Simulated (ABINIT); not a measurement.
# SiC (F-43m): G0W0 in ABINIT against the bands in the self-energy, part 2 of 2

How does the gap of SiC (F-43m) converge in the bands in the self-energy?

ABINIT 10.8.3; PBE and many-body steps on it, plane waves. Known limits of the many-body steps: not at the basis limit.

So far. Step 2 (Screening, 6×6×6 mesh, 379 bands, screening to 435.4 eV): Local fields lower ε∞ by 9 %.

### 6. 99 bands

Level of this step: G0W0 on PBE, plane waves, norm-conserving pseudopotentials (ABINIT).

The self-energy is evaluated for the states that the input lists, and the levels follow from it, in one-shot runs by the linearised quasiparticle equation.

File run.abi:

```
acell 3*1.0 Angstrom
rprim 
  -0.000000000000 2.179000000000 2.179000000000
  2.179000000000 0.000000000000 2.179000000000
  2.179000000000 2.179000000000 -0.000000000000
ntypat 2
znucl 14 6
natom 2
typat 1 2
xred 
  0.000000000000 0.000000000000 0.000000000000
  0.250000000000 0.250000000000 0.250000000000
pp_dirpath "pseudos"
pseudos "Si.upf, C.upf"
ecut 37
ngkpt 6 6 6
nshiftk 1
shiftk 0 0 0
kptopt 1
chksymbreak 0
istwfk *1
occopt 1
irdwfk 1
optdriver 4
nband 99
gwcalctyp 0
ecutsigx 37
symsigma 1
nkptgw 2
kptgw 
  0.0000000000 0.0000000000 0.0000000000
  0.5000000000 0.5000000000 0.0000000000
bdgw 
  2 8
  3 6
ecuteps 16
irdscr 1
ppmodel 1
indata_prefix "in"
outdata_prefix "out"
tmpdata_prefix "tmp"
```

Started as:

```
OMP_NUM_THREADS=1 mpirun -n 4 abinit run.abi > log
```

Log:

```text
.Version 10.8.3 of ABINIT. v10.8.2 released Aug 2026.

 Symmetries : space group F-4 3 m (#216); Bravais cF (face-center cubic)
[... echo of the input left out ...]
== DATASET  1 ==================================================================
-   mpi_nproc: 4, omp_nthreads: 1 (-1 if OMP is not activated)

--- !DatasetInfo
iteration_state: {dtset: 1, }
dimensions: {natom: 2, nkpt: 16, mband: 99, nsppol: 1, nspinor: 1, nspden: 1, mpw: 1524, }
cutoff_energies: {ecut:  37.0, pawecutdg:  -1.0, }
[...]
Band     E0 <VxcDFT>   SigX SigC(E0)      Z dSigC/dE  Sig(E)    E-E0       E
[...]
5   8.196 -10.505  -6.372  -3.982   0.820  -0.220 -10.381   0.124   8.320
        6  11.168 -10.770  -5.961  -4.449   0.822  -0.217 -10.474   0.296  11.464

== END DATASET(S) ==============================================================
================================================================================

 -outvars: echo values of variables after computation  --------
           etotal      0.0000000000E+00
            nband          99
             nkpt          16
          spgroup         216
 [... the other variables as echoed above ...]

 Calculation completed.
```

The job ended after 50 s (4 MPI ranks of Intel Xeon 6975P-C (Granite Rapids), shared host; peak memory 1.4 GiB).

Numbers from this step:

* G0W0 gap on the points computed: 2.114 eV
* starting gap on the mesh: 1.361 eV
* k of the valence top: 0, 0, 0
* k of the conduction bottom: 0.5, 0.5, 0
* least direct G0W0 gap on the computed points: 5.601 eV

The gap on the mesh goes from 1.36 eV to 2.11 eV, a correction of +0.75 eV.

### 7. 224 bands

Edit run.abi of step 6 so:

```diff
@@ -24,3 +24,3 @@
 optdriver 4
-nband 99
+nband 224
 gwcalctyp 0
```

Log:

```text
.Version 10.8.3 of ABINIT. v10.8.2 released Aug 2026.

 Symmetries : space group F-4 3 m (#216); Bravais cF (face-center cubic)
[... echo of the input left out ...]
== DATASET  1 ==================================================================
-   mpi_nproc: 4, omp_nthreads: 1 (-1 if OMP is not activated)

--- !DatasetInfo
iteration_state: {dtset: 1, }
dimensions: {natom: 2, nkpt: 16, mband: 224, nsppol: 1, nspinor: 1, nspden: 1, mpw: 1524, }
cutoff_energies: {ecut:  37.0, pawecutdg:  -1.0, }
[...]
Band     E0 <VxcDFT>   SigX SigC(E0)      Z dSigC/dE  Sig(E)    E-E0       E
[...]
5   8.196 -10.505  -6.372  -4.031   0.820  -0.220 -10.421   0.084   8.280
        6  11.168 -10.770  -5.961  -4.504   0.822  -0.217 -10.519   0.250  11.419

== END DATASET(S) ==============================================================
================================================================================

 -outvars: echo values of variables after computation  --------
           etotal      0.0000000000E+00
            nband         224
             nkpt          16
          spgroup         216
 [... the other variables as echoed above ...]

 Calculation completed.
```

Wall time 1.7 min (4 MPI ranks); peak memory 1.9 GiB; 6.9 min of CPU time.

This step gave:

- G0W0 gap on the points computed: 2.161 eV
- starting gap on the mesh: 1.361 eV
- k of the valence top: 0, 0, 0
- k of the conduction bottom: 0.5, 0.5, 0
- least direct G0W0 gap on the computed points: 5.626 eV

Against the run before, the gap moves by +0.047 eV.

### 8. 379 bands

Edit run.abi of step 7 so:

```diff
@@ -24,3 +24,3 @@
 optdriver 4
-nband 224
+nband 379
 gwcalctyp 0
```

Log:

```text
.Version 10.8.3 of ABINIT. v10.8.2 released Aug 2026.

 Symmetries : space group F-4 3 m (#216); Bravais cF (face-center cubic)
[... echo of the input left out ...]
== DATASET  1 ==================================================================
-   mpi_nproc: 4, omp_nthreads: 1 (-1 if OMP is not activated)

--- !DatasetInfo
iteration_state: {dtset: 1, }
dimensions: {natom: 2, nkpt: 16, mband: 379, nsppol: 1, nspinor: 1, nspden: 1, mpw: 1524, }
cutoff_energies: {ecut:  37.0, pawecutdg:  -1.0, }
[...]
Band     E0 <VxcDFT>   SigX SigC(E0)      Z dSigC/dE  Sig(E)    E-E0       E
[...]
5   8.196 -10.505  -6.372  -4.042   0.820  -0.220 -10.430   0.075   8.271
        6  11.168 -10.770  -5.961  -4.516   0.822  -0.217 -10.529   0.240  11.409

== END DATASET(S) ==============================================================
================================================================================

 -outvars: echo values of variables after computation  --------
           etotal      0.0000000000E+00
            nband         379
             nkpt          16
          spgroup         216
 [... the other variables as echoed above ...]

 Calculation completed.
```

It took 3 min on 4 MPI ranks; peak memory 2.6 GiB.

This step gave:

- G0W0 gap on the points computed: 2.172 eV
- starting gap on the mesh: 1.361 eV
- k of the valence top: 0, 0, 0
- k of the conduction bottom: 0.5, 0.5, 0
- least direct G0W0 gap on the computed points: 5.632 eV

Against the run before, the gap moves by +0.011 eV.

### 9. Side by side

Times are wall times on 4 MPI ranks of Intel Xeon 6975P-C (Granite Rapids), shared host, good to a factor of about two. A run's time includes the screening step that it read.

```tsv
run	mesh	bands	screening cutoff (eV)	DFT gap (eV)	gap on the mesh (eV)	direct (eV)	ε∞ used	time
12 bands	6×6×6	12	435.4	1.361	1.760	5.509	7.08	5.6 min
15 bands	6×6×6	15	435.4	1.361	1.806	5.501	7.08	5.7 min
37 bands	6×6×6	37	435.4	1.361	1.977	5.536	7.08	5.8 min
99 bands	6×6×6	99	435.4	1.361	2.114	5.601	7.08	6.3 min
224 bands	6×6×6	224	435.4	1.361	2.161	5.626	7.08	7.2 min
379 bands	6×6×6	379	435.4	1.361	2.172	5.632	7.08	8.5 min
```

### 10. What came out

* 12 bands: 1.760 eV
* 15 bands: 1.806 eV
* 37 bands: 1.977 eV
* 99 bands: 2.114 eV
* 224 bands: 2.161 eV
* 379 bands: 2.172 eV
* known limits: not at the basis limit

**Reading.** The setting moved: bands in the self-energy. From 12 bands to 379 bands the gap moves by +0.41 eV. The last step still moves it by +0.011 eV. Bands and screening cutoff are coupled, so a series along one setting does not show full convergence. Bands and cutoff are finite, so the gap is not at the basis limit. The miss can reach some tenths of an eV and take either sign; the mesh is an error of its own. In the G0W0 runs levels were corrected at 2 k points alone, so a gap called «on the mesh» is the least over those, and an edge elsewhere would be missed.

[Paths, hosts, dates, memory and timing lines, banners, echoed tables and standing remarks are left out of the program output.]

[Logs are printed without paths, hosts, clocks, repeated set-up lines and the standing remarks that a program may print on its own settings, such as how far it seeks lower states.]

[Runs of the session that timed out or met a known fault of the program may be left out.]

[Hosts, paths, dates, database ids (printed as entryN), source tags and the programs' standing remarks are cut or masked in the printed files.]

[G0W0 gaps are taken among the corrected bands and points alone; a level outside them can change the order at an edge.]

[Where Ansatz stands beside ABINIT at settings called matched, ABINIT's density can come from a denser mesh and the files from another edition; pairs whose starting gaps differed by over 0.03 eV were left out, so agreement reads better than it is.]
